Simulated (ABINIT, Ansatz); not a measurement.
# LiH (Fm-3m): G0W0 on several meshes in ABINIT, part 2 of 2

Aim: the GW shift of LiH (Fm-3m) against the k mesh.

ABINIT 10.8.3; PBE and many-body steps on it, plane waves. Known limits of the many-body steps: not at the basis limit.

So far. Step 4 (8×8×8): The gap on the mesh goes from 3.02 eV to 4.97 eV, a correction of +1.95 eV. Step 5 (Empty states on the mesh, 6×6×6 mesh, 135 bands): On this mesh the gap is 3.022 eV.

The database entry behind the starting cell differs from later determinations by our own check (the deuteride, about 0.2 % short), so it need not match the best structure at ambient conditions.

## 7. 6×6×6

This step: G0W0 on PBE, plane waves, norm-conserving pseudopotentials.

Contents of run.abi:

```
acell 3*1.0 Angstrom
rprim 
  -0.000000000000 2.036750000000 2.036750000000
  2.036750000000 -0.000000000000 2.036750000000
  2.036750000000 2.036750000000 -0.000000000000
ntypat 2
znucl 3 1
natom 2
typat 1 2
xred 
  0.000000000000 0.000000000000 0.000000000000
  0.500000000000 0.500000000000 0.500000000000
pp_dirpath "pseudos"
pseudos "Li.upf, H.upf"
ecut 33
ngkpt 6 6 6
nshiftk 1
shiftk 0 0 0
kptopt 1
chksymbreak 0
istwfk *1
occopt 1
irdwfk 1
optdriver 4
nband 127
gwcalctyp 0
ecutsigx 33
symsigma 1
nkptgw 2
kptgw 
  0.5000000000 0.5000000000 0.0000000000
  0.0000000000 0.0000000000 0.0000000000
bdgw 
  1 5
  1 6
ecuteps 10.4
irdscr 1
ppmodel 1
indata_prefix "in"
outdata_prefix "out"
tmpdata_prefix "tmp"
```

On the command line:

```console
$ OMP_NUM_THREADS=1 mpirun -n 8 abinit run.abi > log
```

What it wrote:

```text
.Version 10.8.3 of ABINIT. v10.8.2 released Aug 2026.

 Symmetries : space group Fm -3 m (#225); Bravais cF (face-center cubic)
[... echo of the input left out ...]
== DATASET  1 ==================================================================
-   mpi_nproc: 8, omp_nthreads: 1 (-1 if OMP is not activated)

--- !DatasetInfo
iteration_state: {dtset: 1, }
dimensions: {natom: 2, nkpt: 16, mband: 127, nsppol: 1, nspinor: 1, nspden: 1, mpw: 1056, }
cutoff_energies: {ecut:  33.0, pawecutdg:  -1.0, }
electrons: {nelect:   4.00000000E+00, charge:   0.00000000E+00, occopt:   1.00000000E+00, tsmear:   1.00000000E-02, }

 SIGMA: Calculation of the GW corrections

 Based on a program developped by R.W. Godby, V. Olevano, G. Onida, and L. Reining.
 Incorporated in ABINIT by V. Olevano, G.-M. Rignanese, and M. Torrent.
.Using double precision arithmetic ; gwpc =  8

[... cell and pseudopotentials left out ...]
--------------------------------------------------------------------------------

 ==== K-mesh for the wavefunctions ====
 Number of points in the irreducible wedge :    16
[... list of points left out ...]
 Together with 48 symmetry operations and time-reversal symmetry
 yields   216 points in the full Brillouin Zone.

 ==== Q-mesh for screening function ====
 Number of points in the irreducible wedge :    16
[... list of points left out ...]
 Together with 48 symmetry operations and time-reversal symmetry
 yields   216 points in the full Brillouin Zone.

 vcoul_init : cutoff-mode = AUXILIARY_FUNCTION
 q-points for optical limit:   1
     1)      0.000010    0.000020    0.000030
 setmesh: FFT mesh size selected  =    30x   30x   30
          total number of points  =        27000

 Number of electrons calculated from density =    4.0000; Expected =    4.0000
[...]
number of omega for Sigma on real axis              0
 max omega for Sigma on real axis  [eV]           0.00
 zcut for avoiding poles [eV]                     0.10

 EPSILON^-1 parameters (SCR file):
 dimension of the eps^-1 matrix on file            169
 dimension of the eps^-1 matrix used               169
 number of plane-waves for wavefunctions          1037
 number of bands                                   127
 number of q-points in IBZ                          16
 number of frequencies                               2
 number of real frequencies                          1
 number of imag frequencies                          1

 matrix elements of self-energy operator (all in [eV])

 Perturbative Calculation

--- !SelfEnergy_ee
iteration_state: {dtset: 1, }
kpoint     : [   0.500,    0.500,    0.000, ]
spin       : 1
KS_gap     :    3.022
QP_gap     :    4.956
Delta_QP_KS:    1.934
data: !SigmaeeData |
     Band     E0 <VxcDFT>   SigX SigC(E0)      Z dSigC/dE  Sig(E)    E-E0       E
        1 -44.599 -25.708 -39.768   5.445   0.768  -0.303 -32.321  -6.613 -51.212
        2  -0.348 -11.307 -14.604   1.445   0.770  -0.298 -12.734  -1.426  -1.774
        3   2.674  -7.646  -3.654  -3.365   0.810  -0.235  -7.139   0.508   3.182
[...]
--- !SelfEnergy_ee
iteration_state: {dtset: 1, }
kpoint     : [   0.000,    0.000,    0.000, ]
spin       : 1
KS_gap     :   20.729
QP_gap     :   22.827
Delta_QP_KS:    2.097
data: !SigmaeeData |
     Band     E0 <VxcDFT>   SigX SigC(E0)      Z dSigC/dE  Sig(E)    E-E0       E
[...]
5  17.057  -8.963  -2.437  -5.490   0.696  -0.436  -8.242   0.722  17.778
        6  17.057  -8.963  -2.437  -5.490   0.696  -0.436  -8.242   0.722  17.778

== END DATASET(S) ==============================================================
================================================================================

 -outvars: echo values of variables after computation  --------
           etotal      0.0000000000E+00
            nband         127
             nkpt          16
          spgroup         225
 [... the other variables as echoed above ...]

 Calculation completed.
```

The job ended after 6.8 s (8 MPI ranks of Intel Xeon Platinum 8488C (Sapphire Rapids), shared host; peak memory 1.4 GiB; 53 s of CPU time).

This step gave:

| Quantity | Value |
| --- | --- |
| G0W0 gap on the points computed | 4.956 eV |
| starting gap on the mesh | 3.022 eV |
| k of the valence top | 0.5, 0.5, 0 |
| k of the conduction bottom | 0.5, 0.5, 0 |
| Z at the valence top | 0.77 |
| Z at the conduction bottom | 0.81 |
| least direct G0W0 gap on the computed points | 4.956 eV |

Against G0W0 in ABINIT (8×8×8 mesh, 127 bands, screening to 283 eV, Godby-Needs plasmon pole), the gap moves by −0.014 eV.

## 8. Empty states on the mesh, 10×10×10 mesh, 135 bands

This step: DFT, PBE, plane waves, norm-conserving pseudopotentials.

Edit run.abi of step 7 so:

```diff
@@ -15,3 +15,3 @@
 ecut 33
-ngkpt 6 6 6
+ngkpt 10 10 10
 nshiftk 1
@@ -20,20 +20,10 @@
 chksymbreak 0
+irdden 1
 istwfk *1
+nband 135
+prtvol 0
+optdriver 6
+gwr_task "HDIAGO"
+paral_kgb 0
 occopt 1
-irdwfk 1
-optdriver 4
-nband 127
-gwcalctyp 0
-ecutsigx 33
-symsigma 1
-nkptgw 2
-kptgw 
-  0.5000000000 0.5000000000 0.0000000000
-  0.0000000000 0.0000000000 0.0000000000
-bdgw 
-  1 5
-  1 6
-ecuteps 10.4
-irdscr 1
-ppmodel 1
 indata_prefix "in"
```

What it wrote:

```text
[banner, memory and clock lines left out]
.Version 10.8.3 of ABINIT. v10.8.2 released Aug 2026.

 Symmetries : space group Fm -3 m (#225); Bravais cF (face-center cubic)
[... echo of the input left out ...]
== DATASET  1 ==================================================================
-   mpi_nproc: 8, omp_nthreads: 1 (-1 if OMP is not activated)

--- !DatasetInfo
iteration_state: {dtset: 1, }
dimensions: {natom: 2, nkpt: 47, mband: 135, nsppol: 1, nspinor: 1, nspden: 1, mpw: 1056, }
cutoff_energies: {ecut:  33.0, pawecutdg:  -1.0, }
[...]
Integrated=    4.0000E+00

 === KS gaps after direct diagonalization ===
 Direct band gap semiconductor
 Fundamental gap:     3.022 (eV)
   VBM:    -0.348 (eV) at k: [ 5.0000E-01,  5.0000E-01,  0.0000E+00]
   CBM:     2.674 (eV) at k: [ 5.0000E-01,  5.0000E-01,  0.0000E+00]
 Direct gap:         3.022 (eV) at k: [ 5.0000E-01,  5.0000E-01,  0.0000E+00]

== END DATASET(S) ==============================================================

 -outvars: echo values of variables after computation  --------
           etotal      0.0000000000E+00
            nband         135
             nkpt          47
          spgroup         225
 [... the other variables as echoed above ...]

 Calculation completed.
```

Elapsed: 6.4 s, on 8 MPI ranks; peak memory 0.97 GiB; 50 s of CPU time.

This step gave:

```yaml
gap: 3.022 eV
k_of_the_valence_top: 0.5, 0.5, 0
k_of_the_conduction_bottom: 0.5, 0.5, 0
least_direct_gap: 3.022 eV
k_points_computed: 47
lowest_point_of_the_top_converged_band_above_the_valence_top: 204.1048 eV
```

On this mesh the gap is 3.022 eV.

## 9. Screening, 10×10×10 mesh, 127 bands, screening to 283 eV

This step: RPA screening on PBE, plane waves, norm-conserving pseudopotentials.

Edit run.abi of step 8 so:

```diff
@@ -20,10 +20,11 @@
 chksymbreak 0
-irdden 1
 istwfk *1
-nband 135
-prtvol 0
-optdriver 6
-gwr_task "HDIAGO"
-paral_kgb 0
 occopt 1
+irdwfk 1
+optdriver 3
+nband 127
+ecuteps 10.4
+inclvkb 2
+awtr 1
+symchi 1
 indata_prefix "in"
```

What it wrote:

```text
.Version 10.8.3 of ABINIT. v10.8.2 released Aug 2026.

 Symmetries : space group Fm -3 m (#225); Bravais cF (face-center cubic)
[... echo of the input left out ...]
== DATASET  1 ==================================================================
-   mpi_nproc: 8, omp_nthreads: 1 (-1 if OMP is not activated)

--- !DatasetInfo
iteration_state: {dtset: 1, }
dimensions: {natom: 2, nkpt: 47, mband: 127, nsppol: 1, nspinor: 1, nspden: 1, mpw: 1056, }
cutoff_energies: {ecut:  33.0, pawecutdg:  -1.0, }
[...]
--------------------------------------------------------------------------------
[... chi0 elements left out ...]
 For q-point:  0.000010 0.000020 0.000030
  dielectric constant =   3.9691
  dielectric constant without local fields =   4.3628

  Average fulfillment of the sum rule on Im[epsilon] for q-point    1 :     96.38  [%]
[... wings left out ...]
  q-point number  2        q = ( 0.100000, 0.000000, 0.000000) [r.l.u.]
--------------------------------------------------------------------------------
[... chi0 elements left out ...]
  Average fulfillment of the sum rule on Im[epsilon] for q-point    2 :    101.97  [%]

 [... 45 further q-points ...]
```

The job ended after 3.5 min (8 MPI ranks; peak memory 3.1 GiB; 28 min of CPU time).

This step gave:

```yaml
eps_infinity_with_local_fields_on_this_mesh_along_the_program_s_q_direction: 3.969
the_same_without_local_fields: 4.363
plasma_frequency: 18.07 eV
plane_waves_in_the_screening_matrix: 169
```

## 10. 10×10×10

This step: G0W0 on PBE, plane waves, norm-conserving pseudopotentials.

Edit run.abi of step 9 so:

```diff
@@ -23,8 +23,17 @@
 irdwfk 1
-optdriver 3
+optdriver 4
 nband 127
+gwcalctyp 0
+ecutsigx 33
+symsigma 1
+nkptgw 2
+kptgw 
+  0.5000000000 0.5000000000 0.0000000000
+  0.0000000000 0.0000000000 0.0000000000
+bdgw 
+  1 5
+  1 6
 ecuteps 10.4
-inclvkb 2
-awtr 1
-symchi 1
+irdscr 1
+ppmodel 1
 indata_prefix "in"
```

What it wrote:

```text
.Version 10.8.3 of ABINIT. v10.8.2 released Aug 2026.

 Symmetries : space group Fm -3 m (#225); Bravais cF (face-center cubic)
[... echo of the input left out ...]
== DATASET  1 ==================================================================
-   mpi_nproc: 8, omp_nthreads: 1 (-1 if OMP is not activated)

--- !DatasetInfo
iteration_state: {dtset: 1, }
dimensions: {natom: 2, nkpt: 47, mband: 127, nsppol: 1, nspinor: 1, nspden: 1, mpw: 1056, }
cutoff_energies: {ecut:  33.0, pawecutdg:  -1.0, }
[...]
Band     E0 <VxcDFT>   SigX SigC(E0)      Z dSigC/dE  Sig(E)    E-E0       E
[...]
5  17.057  -8.964  -2.438  -5.392   0.710  -0.408  -8.159   0.805  17.861
        6  17.057  -8.964  -2.438  -5.392   0.710  -0.408  -8.159   0.805  17.861

== END DATASET(S) ==============================================================
================================================================================

 -outvars: echo values of variables after computation  --------
           etotal      0.0000000000E+00
            nband         127
             nkpt          47
          spgroup         225
 [... the other variables as echoed above ...]

 Calculation completed.
```

It took 19 s on 8 MPI ranks; peak memory 3 GiB.

This step gave:

```
G0W0 gap on the points computed              : 4.97 eV
starting gap on the mesh                     : 3.022 eV
k of the valence top                         : 0.5, 0.5, 0
k of the conduction bottom                   : 0.5, 0.5, 0
least direct G0W0 gap on the computed points : 4.97 eV
```

Against G0W0 in ABINIT (8×8×8 mesh, 127 bands, screening to 283 eV, Godby-Needs plasmon pole), the gap moves by +0.000 eV.

## 11. The runs together

Times are wall times on 8 MPI ranks of Intel Xeon Platinum 8488C (Sapphire Rapids), shared host, good to a factor of about two. A run's time includes the screening step that it read.

```
     run      mesh  bands  screening cutoff (eV)  DFT gap (eV)  gap on the mesh (eV)  direct (eV)  ε∞ used     time
   8×8×8     8×8×8    127                    283         3.022                 4.970        4.970     4.01     71 s
   6×6×6     6×6×6    127                    283         3.022                 4.956        4.956     4.18     21 s
10×10×10  10×10×10    127                    283         3.022                 4.970        4.970     3.97  3.8 min
```

## 12. Results

| Property | Result |
| --- | --- |
| 8×8×8 | 4.970 eV |
| 6×6×6 | 4.956 eV |
| 10×10×10 | 4.970 eV |
| known limits | not at the basis limit |

What this shows: 6×6×6: −0.014 eV against 8×8×8. 10×10×10: no change against 8×8×8. Bands and cutoff are finite, so the gap is not at the basis limit. The miss can reach some tenths of an eV and take either sign; the mesh is an error of its own. In the G0W0 runs levels were corrected at 2 k points alone, so a gap called «on the mesh» is the least over those, and an edge elsewhere would be missed.

[Paths, hosts, dates, memory and timing lines, banners, echoed tables and standing remarks are left out of the program output.]

[Logs are printed without paths, hosts, clocks, repeated set-up lines and the standing remarks that a program may print on its own settings, such as how far it seeks lower states.]

[Runs of the session that timed out or met a known fault of the program may be left out.]

[Hosts, paths, dates, database ids (printed as entryN), source tags and the programs' standing remarks are cut or masked in the printed files.]

[G0W0 gaps are taken among the corrected bands and points alone; a level outside them can change the order at an edge.]

[Where Ansatz stands beside ABINIT at settings called matched, ABINIT's density can come from a denser mesh and the files from another edition; pairs whose starting gaps differed by over 0.03 eV were left out, so agreement reads better than it is.]
